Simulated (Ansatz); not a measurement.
**PtSe2 monolayer (1T): modes against uniaxial strain along a, the zigzag direction, with the width clamped**

Aim: how do the optical modes of PtSe2 monolayer (1T) shift and split under this strain?

Program: Ansatz 0.2.0. Level of theory: DFT PBE, scalar-relativistic, plane waves, PAW; PAW set soft_1. Results are calculated unless marked as measured.

### 1. The starting structure

The cell holds 3 atoms: 1 Pt and 2 Se. Its edges and angles: a = 3.650 Å, b = 3.650 Å, c = 29.927 Å, α = 90.0°, β = 90.0°, γ = 120.0°. Vacuum lies along c. The height across the vacuum is the one that the program set for its solve, not the one typed.

### 2. A rough relaxation first

The start is far from rest, so a relaxation with loose tolerances brings it close first. The program lengthens the typed cell of 20.0 Å along the normal to 29.9 Å, as its cut-off of the electrostatics needs, and moves no atom.

Input file input.yaml:

```yaml
crystal:
  lattice:
    - [3.65, 0.0, 0.0]
    - [-1.825, 3.16099, 0.0]
    - [0.0, 0.0, 20.0]
  atoms:
    - { symbol: Pt, position: [0.0, 0.0, 0.5] }
    - { symbol: Se, position: [0.333333, 0.666667, 0.57659] }
    - { symbol: Se, position: [0.666667, 0.333333, 0.42341] }
  periodic: [true, true, false]
kpoints:
  mp_grid: { grid: [6, 6, 1] }
hamiltonian:
  xc: pbe
  pseudopotentials: { kind: paw, azcp: { folder: soft_1 } }
scf:
  occupations: { method: gaussian, width: 0.1 }
output:
  forces: true
  stress: true
  eigenvalues: true
relax:
  adjacent_minimum: "off"
  f_tol: 0.05
  max_steps: 80
  cell: { stress_2d_tol: 0.02 }
```

Started as:

```bash
ansatz run input.yaml --threads 4 --pin off --max-ram 16384MiB --backend cpu --events-out ev --progress --plain --runs-dir out
```

Numbers of over 12 decimals in the logs are rounded to 6 here.

Log:

```text
[...]
F+E_penalty+E_count = -23464.07068039 eV   max|allowed force component| = 2.202e-4 eV/Å   (the final SCF, on the basis selected at the relaxed cell)
  cell:  # Å, volume = 364.5280 Å³
    - [3.750309, 0.0, 0]
    - [-1.875155, 3.247863, 0]
    - [0, 0, 29.927200]
  atoms:
    - { symbol: Pt, position: [0, 0, 0.334144] }
    - { symbol: Se, position: [0.333333, 0.666667, 0.377774] }
    - { symbol: Se, position: [0.666667, 0.333333, 0.290514] }
[key lines of the parts left out:]
SCF converged after 9 iterations
Free energy (F): -23464.070680 eV
Fermi energy:    -4.910321 eV
P = ½ c Tr σ = 0.0028 N/m
```

Run time: 7.7 s. Hardware: 4 threads of Arm Neoverse V2, shared host; peak memory 0.69 GiB.

Step by step:

| step | energy less that of the first step (eV) | largest force component (eV/Å) | volume (Å³) |
| --- | --- | --- | --- |
| 1 | 0.0000 | 1.6676 | 345.29 |
| 2 | -0.2981 | 0.2810 | 346.18 |
| 3 | -0.3477 | 0.0559 | 360.28 |
| 4 | -0.3502 | 0.0097 | 364.50 |
| 5 | -0.3502 | 0.0004 | 364.53 |
| 6* | -0.3510 | 0.0002 | 364.53 |

Relaxation steps marked * repeat the geometry before them on a plane-wave basis chosen anew for their cell, so energy and pressure can jump there.

Forces are held to the 12 operations that the run works with; a distortion that breaks them can't arise in this run.

| cell as run | before | after | change |
| --- | --- | --- | --- |
| a (Å) | 3.650 | 3.750 | +2.7 % |
| b (Å) | 3.650 | 3.750 | +2.7 % |

The atoms that moved most (Å, along periodic axes as changes of fractional coordinates times the final cell, across vacuum about the mean position):

| atom | dx | dy | dz | length |
| --- | --- | --- | --- | --- |
| Se2 | 0.000 | 0.000 | -0.226 | 0.226 |
| Se3 | 0.000 | 0.000 | 0.226 | 0.226 |

Final coordinates:

```xyz
3
Lattice="3.7503 0.0000 0.0000 -1.8752 3.2479 0.0000 0.0000 0.0000 29.9272" Properties=species:S:1:pos:R:3
Pt    0.0000    0.0000   10.0000
Se    0.0000    2.1652   11.3057
Se    1.8752    1.0826    8.6943
```

A gap read on the k-mesh alone can miss the band edges.

This step gave:

- gap on the k-mesh: 1.670 eV
- area per atom: 4.06 Å²

The relaxation ends with a largest force component of 2.2e-4 eV/Å.

### 3. Relaxation

Harmonic phonons are second derivatives at a point where the forces vanish, and they are wanted at zero stress, so atoms and cell are relaxed first.

Input file input.yaml:

```yaml
crystal:
  lattice:
    - [3.7503094601, 0.0, 0.0]
    - [-1.87515473, 3.2478632645, 0.0]
    - [0.0, 0.0, 29.9272]
  atoms:
    - { symbol: Pt, position: [0.0, 0.0, 0.3341441899] }
    - { symbol: Se, position: [0.3333333333, 0.6666666667, 0.3777740492] }
    - { symbol: Se, position: [0.6666666667, 0.3333333333, 0.2905143306] }
  periodic: [true, true, false]
kpoints:
  mp_grid: { grid: [9, 9, 1] }
hamiltonian:
  xc: pbe
  pseudopotentials: { kind: paw, azcp: { folder: soft_1 } }
scf:
  occupations: { method: gaussian, width: 0.02 }
output:
  forces: true
  stress: true
  eigenvalues: true
  write_density: true
  write_potential: true
  elf: true
  volumetric_format: npy
relax:
  adjacent_minimum: "off"
  f_tol: 0.005
  max_steps: 80
  cell: { stress_2d_tol: 0.02 }
```

Log:

```text
[...]
Crystal: 3 atoms, lattice volume = 364.528 Å³
Basis set: ecut = 420 eV, 7157 PW (Γ), exchange–correlation on 54×54×432 points (8 copies of the dense FFT grid, shifted against one another)
Bands: 30, of which v1, the nominal top of the filled ones, is band 25 counted from 1 (24 counted from 0)
Symmetry: 12 space group operations
[...]
k-points: 12 of 81
[...]
SCF iter   1: F=—  HF=-23464.888152 eV  |F-HF|=—  |Δ(HF+E_count)|=         —  Δρ=3.36e-2  dr2=4.56e0  ethr=3.10e-3  ⟨swp⟩=13.5  Hψ=2225  notcnv=0
[...]
SCF iter   9: F=-23464.071110 eV  HF=-23464.071110 eV  |F-HF|=1.02e-8  |Δ(HF+E_count)|=   7.26e-8  Δρ=2.08e-6  dr2=1.95e-8  ethr=2.00e-10  ⟨swp⟩=24.8  Hψ=3392  notcnv=0
SCF 1 converged in 9 iterations: F = -23464.071110 eV  dr2 = 1.95e-8
[...]
relax step   1: F+E_penalty+E_count = -23464.07110993 eV  Δ(F+E_penalty+E_count) = +0.000e0 eV  max|allowed force component| = 1.223e-2 eV/Å  Δτ_max = 0.0000 Å  P = -0.018 N/m  Ω = 364.528 Å³  fix = [c, alpha, beta]  reactions: c -0.000 N/m  (9 SCF iters, dr2 threshold 1.00e-7 eV, accepted)
Crystal: 3 atoms, lattice volume = 364.083 Å³
Basis set: ecut = 420 eV, 7133 PW (Γ), exchange–correlation on 54×54×432 points (8 copies of the dense FFT grid, shifted against one another)
[...]
SCF iter   6: F=-23464.071141 eV  HF=-23464.071141 eV  |F-HF|=9.68e-10  |Δ(HF+E_count)|=   1.03e-8  Δρ=4.38e-7  dr2=1.36e-9  ethr=1.87e-11  ⟨swp⟩=15.9  Hψ=3036  notcnv=0
SCF 2 converged in 6 iterations: F = -23464.071141 eV  dr2 = 1.36e-9
relax step   2: F+E_penalty+E_count = -23464.07114059 eV  Δ(F+E_penalty+E_count) = -3.067e-5 eV  max|allowed force component| = 1.637e-2 eV/Å  Δτ_max = 0.0038 Å  P = -0.040 N/m  Ω = 364.083 Å³  energy of the carried Pulay correction = +1.950e-5 eV  fix = [c, alpha, beta]  reactions: c -0.000 N/m  (6 SCF iters, dr2 threshold 9.35e-9 eV, accepted)
Crystal: 3 atoms, lattice volume = 364.182 Å³
[...]
SCF iter   5: F=-23464.071160 eV  HF=-23464.071160 eV  |F-HF|=2.06e-9  |Δ(HF+E_count)|=   1.26e-8  Δρ=1.19e-6  dr2=8.51e-9  ethr=3.35e-11  ⟨swp⟩=13.9  Hψ=3263  notcnv=0
SCF 3 converged in 5 iterations: F = -23464.071160 eV  dr2 = 8.51e-9
relax step   3: F+E_penalty+E_count = -23464.07115962 eV  Δ(F+E_penalty+E_count) = -1.903e-5 eV  max|allowed force component| = 1.405e-3 eV/Å  Δτ_max = 0.0016 Å  P = -0.012 N/m  Ω = 364.182 Å³  energy of the carried Pulay correction = +1.519e-5 eV  fix = [c, alpha, beta]  reactions: c -0.000 N/m  (5 SCF iters, dr2 threshold 1.67e-8 eV, accepted)
[...]
SCF iter   1: F=—  HF=-23464.071056 eV  |F-HF|=—  |Δ(HF+E_count)|=         —  Δρ=1.69e-6  dr2=9.98e-9  ethr=4.73e-7  ⟨swp⟩=6.2  Hψ=3755  notcnv=0
eigensolver tolerance schedule: the retry pair's looser diagonalisation over-reported the residual by 23710.38 of it (diagonalisation noise at an unbounded share of the residual, at the tolerance the schedule requests for it); recorded, not acted on — ethr = c·dr2/N_el stays at c = 1.0e-1
[...]
SCF iter   2: F=—  HF=-23464.071143 eV  |F-HF|=—  |Δ(HF+E_count)|=   8.66e-5  Δρ=1.08e-6  dr2=4.58e-9  ethr=2.00e-11  ⟨swp⟩=5.9  Hψ=1380  notcnv=0
[...]
SCF iter   6: F=-23464.071143 eV  HF=-23464.071143 eV  |F-HF|=7.28e-12  |Δ(HF+E_count)|=  1.46e-10  Δρ=3.31e-8  dr2=2.64e-12  ethr=1.00e-12  ⟨swp⟩=11.1  Hψ=2153  notcnv=0
SCF 4 converged in 6 iterations: F = -23464.071143 eV  dr2 = 2.64e-12
relax step   4: F+E_penalty+E_count = -23464.07114285 eV  Δ(F+E_penalty+E_count) = +1.677e-5 eV  max|allowed force component| = 1.415e-3 eV/Å  Δτ_max = 0.0000 Å  P = -0.012 N/m  Ω = 364.182 Å³  fix = [c, alpha, beta]  reactions: c -0.000 N/m  stress off target by 1.17e-2 N/m on what of the cell is left free  SCF on the basis re-selected at this cell (its energy is not comparable with the rows above)  (6 SCF iters)
basis re-selected at this cell: Δ(F+E_penalty+E_count) = +1.677e-5 eV, ΔP = +0.000 N/m vs the last step (what re-selecting the basis moved, of the pressure what is left beyond the Pulay correction that the steps carried, after the strain that the cell walked since its last selection, with what the two solves' SCF thresholds leave and, on support functions, any second-order correction that the steps lacked; it is no m [...]
SCF converged after 6 iterations
Free energy (F): -23464.071143 eV
[...]
Internal energy: -23464.071143 eV  (E = F + TS)
E sigma→0 (E₀):  -23464.071143 eV
Fermi energy:    -5.036555 eV
[...]
--- Forces (eV/Å), atoms counted from 1 ---
  atom   1  Pt     0.00000000     0.00000000     0.00000000
  atom   2  Se    -0.00000000     0.00000000    -0.00141479
  atom   3  Se     0.00000000    -0.00000000     0.00141479
  max |Σ_I F_I| component: 2.31e-18 eV/Å
--- 2D stress c σ (N/m, compression-positive) ---
       -0.011662       0.000000       0.000000
        0.000000      -0.011662      -0.000000
        0.000000      -0.000000      -0.000000
  P = ½ c Tr σ = -0.0117 N/m
--- Band table (eV; the first three rows and the last of 12) ---
  k-point 0: bands = [... 21 lower, -6.9136, -6.2761, -5.7313, -5.7313, -2.7773, -2.7773, -1.2079 (-1.2080°), -0.4557, ... 1 higher]
  k-point 1: bands = [... 21 lower, -7.3259, -6.0624, -5.7950, -5.7379, -3.5351, -2.9544, -0.7714 (-0.7716°), -0.2488, ... 1 higher]
  k-point 2: bands = [... 21 lower, -7.8215, -6.1100, -5.9635, -5.8512, -4.3415, -3.1595, -0.0615 (-0.0619°), 0.0817, ... 1 higher]
  k-point 11: bands = [... 21 lower, -8.1801, -7.8851, -6.6643, -6.6643, -3.9127, -3.9127, 0.3722, 2.4483, ... 1 higher]
  ° read free of the cell's end (the report's vacuum.weakly_bound_levels)
--- Relaxed structure (3 steps of the walk, 3 accepted, 1 SCFs on fresh bases) ---
[...]
cell:  # Å, volume = 364.1816 Å³
    - [3.748527, -2.8853841558239354e-11, 0]
    - [-1.874264, 3.246320, 0]
    - [0, 0, 29.9272]
  atoms:
    - { symbol: Pt, position: [0, 0, 0.334144] }
    - { symbol: Se, position: [0.333333, 0.666667, 0.377848] }
    - { symbol: Se, position: [0.666667, 0.333333, 0.290441] }
```

It took 9.1 s on 4 threads; peak memory 0.76 GiB; 33 s of CPU time.

Little changed from the start: no atom moved by 0.005 Å and no cell edge by 0.1 %.

This step gave:

```yaml
gap_on_the_k_mesh: 1.390 eV
area_per_atom: 4.056 Å²
```

ELF in the ac plane at fractional y = 0.000, with atoms of Pt within 0.2 Å of it. It is the smooth field of the valence electrons, not physical close to the nuclei.

Ten even steps from '_' (0.00) to '@' (0.66), each cell a mean:
```
____________________________
____________________________
____________________________
____________________________
____________________________
____________________________
____________________________
____________________________
____________________________
____________________________
____________________________
____________________________
____________________________
________..--==++==::..______
::::::--**%%@@@@@@%%++--::::
%%##**++++++++++++++==++**%%
##**++++++**********++++**##
......--++%%@@@@@@##++::....
________..::----::..________
____________________________
____________________________
____________________________
____________________________
____________________________
```
Columns run along a (3.7 Å), rows up along c (29.9 Å). Atoms in or near the plane, at fractional coordinates: Pt at (0.00, 0.33).

Valence density in the ac plane at fractional y = 0.000, with atoms of Pt within 0.2 Å of it. It is the smooth field of the valence electrons, not physical close to the nuclei.

Ten steps, logarithmic in the rise over the least value, from '0' (0.00 × 1e0 e/Å³) to '9' (6.53 × 1e0 e/Å³), each cell a mean:
```
00000000000000
00000000000000
00000000000000
00000000000000
00000000000000
00000000000000
00000000000000
00000000000000
00000000000000
00000000000000
00000000000000
00000000000000
00000000000000
00000000000000
22222333322222
99864333334689
98754333334678
11112222222111
00000000000000
00000000000000
00000000000000
00000000000000
00000000000000
00000000000000
```
Columns run along a (3.7 Å), rows up along c (29.9 Å). Atoms in or near the plane, at fractional coordinates: Pt at (0.00, 0.33).

Electrostatic potential energy in the ac plane at fractional y = 0.000, with atoms of Pt within 0.2 Å of it. With pseudopotentials it is smooth inside the atoms' cores, unlike the true potential.

Ten even steps from '0' (-15 eV) to '9' (0 eV), each cell a mean:
```
99999999999999
99999999999999
99999999999999
99999999999999
99999999999999
99999999999999
99999999999999
99999999999999
99999999999999
99999999999999
99999999999999
99999999999999
99999999999999
99999999999999
88887765678888
00014666663100
11235665664211
99988766778999
99999999999999
99999999999999
99999999999999
99999999999999
99999999999999
99999999999999
```
Columns run along a (3.7 Å; values clipped at the 3rd and 97th percentile), rows up along c (29.9 Å). Atoms in or near the plane, at fractional coordinates: Pt at (0.00, 0.33).

### 4. Tight relaxation

Phonons need small forces and stress, so the relaxation is finished with tight tolerances on 9×9×1 k points.

input.yaml, the sections that differ from step 3:

```yaml
crystal:
  lattice:
    - [3.7485271296, 0.0, 0.0]
    - [-1.8742635648, 3.246319721, 0.0]
    - [0.0, 0.0, 29.9272]
  atoms:
    - { symbol: Pt, position: [0.0, 0.0, 0.3341441899] }
    - { symbol: Se, position: [0.3333333333, 0.6666666667, 0.3778475373] }
    - { symbol: Se, position: [0.6666666667, 0.3333333333, 0.2904408425] }
  periodic: [true, true, false]
scf:
  occupations: { method: fixed }
relax:
  adjacent_minimum: "off"
  f_tol: 0.001
  max_steps: 60
  cell: { stress_2d_tol: 0.002 }
# kpoints, hamiltonian, output: as in step 3
```

Log:

```text
[...]
Crystal: 3 atoms, lattice volume = 364.182 Å³
Basis set: ecut = 420 eV, 7157 PW (Γ), exchange–correlation on 54×54×432 points (8 copies of the dense FFT grid, shifted against one another)
Bands: 30, of which v1, the nominal top of the filled ones, is band 25 counted from 1 (24 counted from 0)
Symmetry: 12 space group operations
[...]
k-points: 12 of 81
[...]
° read free of the cell's end (the report's vacuum.weakly_bound_levels)
--- Relaxed structure (3 steps of the walk, 3 accepted, 1 SCFs on fresh bases) ---
[...]
cell:  # Å, volume = 364.1094 Å³
    - [3.748155, 0.0, 0]
    - [-1.874078, 3.245998, 0]
    - [0, 0, 29.9272]
  atoms:
    - { symbol: Pt, position: [0, 0, 0.334144] }
    - { symbol: Se, position: [0.333333, 0.666667, 0.377851] }
    - { symbol: Se, position: [0.666667, 0.333333, 0.290437] }
[key lines of the parts left out:]
SCF converged after 10 iterations
Free energy (F): -23464.071143 eV
Fermi energy:    -5.730686 eV
P = ½ c Tr σ = 0.0005 N/m
```

Wall time 11 s (4 threads); peak memory 0.76 GiB; 41 s of CPU time.

Little changed from the start: no atom moved by 0.005 Å and no cell edge by 0.1 %.

Valence density in the ac plane at fractional y = 0.000, with atoms of Pt within 0.2 Å of it. It is the smooth field of the valence electrons, not physical close to the nuclei.

Ten steps, logarithmic in the rise over the least value, from '0' (0.00 × 1e0 e/Å³) to '9' (6.53 × 1e0 e/Å³), each cell a mean:
```
00000000000000
00000000000000
00000000000000
00000000000000
00000000000000
00000000000000
00000000000000
00000000000000
00000000000000
00000000000000
00000000000000
00000000000000
00000000000000
00000000000000
22222333322222
99864333334689
98754333334678
11112222222111
00000000000000
00000000000000
00000000000000
00000000000000
00000000000000
00000000000000
```
Columns run along a (3.7 Å), rows up along c (29.9 Å). Atoms in or near the plane, at fractional coordinates: Pt at (0.00, 0.33).

ELF in the ac plane at fractional y = 0.000, with atoms of Pt within 0.2 Å of it. It is the smooth field of the valence electrons, not physical close to the nuclei.

Ten even steps from '_' (0.00) to '@' (0.66), each cell a mean:
```
____________________________
____________________________
____________________________
____________________________
____________________________
____________________________
____________________________
____________________________
____________________________
____________________________
____________________________
____________________________
____________________________
________..--==++==::..______
::::::--**%%@@@@@@%%++--::::
%%##**++++++++++++++==++**%%
##**++++++**********++++**##
......--++%%@@@@@@##++::....
________..::----::..________
____________________________
____________________________
____________________________
____________________________
____________________________
```
Columns run along a (3.7 Å), rows up along c (29.9 Å). Atoms in or near the plane, at fractional coordinates: Pt at (0.00, 0.33).

Electrostatic potential energy in the ac plane at fractional y = 0.000, with atoms of Pt within 0.2 Å of it. With pseudopotentials it is smooth inside the atoms' cores, unlike the true potential.

Values in eV, 24 rows by 14 columns, each cell a mean:
```
  0   0   0   0   0   0   0   0   0   0   0   0   0   0
  0   0   0   0   0   0   0   0   0   0   0   0   0   0
  0   0   0   0   0   0   0   0   0   0   0   0   0   0
  0   0   0   0   0   0   0   0   0   0   0   0   0   0
  0   0   0   0   0   0   0   0   0   0   0   0   0   0
  0   0   0   0   0   0   0   0   0   0   0   0   0   0
  0   0   0   0   0   0   0   0   0   0   0   0   0   0
  0   0   0   0   0   0   0   0   0   0   0   0   0   0
  0   0   0   0   0   0   0   0   0   0   0   0   0   0
  0   0   0   0   0   0   0   0   0   0   0   0   0   0
  0   0   0   0   0   0   0   0   0   0   0   0   0   0
  0   0   0   0   0   0   0   0   0   0   0   0   0   0
  0   0   0   0   0   0   0   0   0   0   0   0   0   0
  0   0   0   0   0   0  -1  -1  -1   0   0   0   0   0
 -2  -2  -2  -2  -3  -5  -6  -7  -6  -4  -3  -2  -2  -2
-15 -15 -14 -12  -8  -5  -5  -5  -5  -6 -10 -13 -15 -15
-14 -13 -12 -10  -7  -6  -6  -6  -6  -6  -8 -11 -12 -13
 -1  -1  -1  -2  -2  -3  -5  -5  -4  -3  -2  -1  -1  -1
  0   0   0   0   0   0   0   0   0   0   0   0   0   0
  0   0   0   0   0   0   0   0   0   0   0   0   0   0
  0   0   0   0   0   0   0   0   0   0   0   0   0   0
  0   0   0   0   0   0   0   0   0   0   0   0   0   0
  0   0   0   0   0   0   0   0   0   0   0   0   0   0
  0   0   0   0   0   0   0   0   0   0   0   0   0   0
```
Columns run along a (3.7 Å; values clipped at the 3rd and 97th percentile), rows up along c (29.9 Å). Atoms in or near the plane, at fractional coordinates: Pt at (0.00, 0.33).

The largest force component left is 0.30 meV/Å, within the tolerances set.

(Part 1 of 3 ends here.)

[Logs are printed without paths, hosts, clocks, repeated set-up lines and the standing remarks that a program may print on its own settings, such as how far it seeks lower states.]

[Hosts, paths, dates, database ids (printed as entryN), source tags and the programs' standing remarks are cut or masked in the printed files.]
